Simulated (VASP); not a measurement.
A run of VASP 6.6.1 is set up as follows.

The input INCAR:

```
SYSTEM = Si
PREC = Accurate
ENCUT = 600
EDIFF = 1E-6
ISMEAR = -1
SIGMA = 0.05
LREAL = .FALSE.
LASPH = .TRUE.
NELM = 80
ALGO = Normal
ISIF = 3
LWAVE = .FALSE.
LCHARG = .FALSE.
METAGGA = RSCAN
LMIXTAU = .TRUE.
IBRION = 2
NSW = 40
EDIFFG = -0.005
```

File KPOINTS:

```
regular mesh
0
G
  8 8 8
  0 0 0
```

POSCAR

```
Si
1.0
    0.0000000000      2.7218511865      2.7218511865
    2.7218511865      0.0000000000      2.7218511865
    2.7218511865      2.7218511865      0.0000000000
Si
2
Direct
    0.5000000000      0.5000000000      0.5000000000
    0.7500000000      0.7500000000      0.7500000000
```

Potentials or basis: VASP PAW PBE potentials, release 64 (Si).

The run is started by

```bash
$ cat potpaw_PBE.64/Si/POTCAR > POTCAR
$ mpirun -np 1 vasp_std > vasp.out
```

Problem. Predict the relaxed volume.

Solution. 20.07 Å³/atom.

Problem. Estimate the relaxed cell.

Solution. a = 3.843 Å, b = 3.843 Å, c = 3.843 Å, α = 60.00°, β = 60.00°, γ = 60.00°.

Problem. What does it give for the space group after relaxing (to 0.05 Å)?

Solution. Fd-3m (No. 227).

Final structure:
```cif
data_structure
_symmetry_space_group_name_H-M 'P 1'
_symmetry_Int_Tables_number 1
_cell_length_a 3.8431
_cell_length_b 3.8431
_cell_length_c 3.8431
_cell_angle_alpha 60.000
_cell_angle_beta 60.000
_cell_angle_gamma 60.000
_cell_volume 40.14
loop_
_atom_site_label
_atom_site_type_symbol
_atom_site_fract_x
_atom_site_fract_y
_atom_site_fract_z
_atom_site_occupancy
Si1 Si 0.50000 0.50000 0.50000 1
Si2 Si 0.75000 0.75000 0.75000 1
```

Caveat: the PAW data sets were made with another functional, which shifts forces and pressure a little.
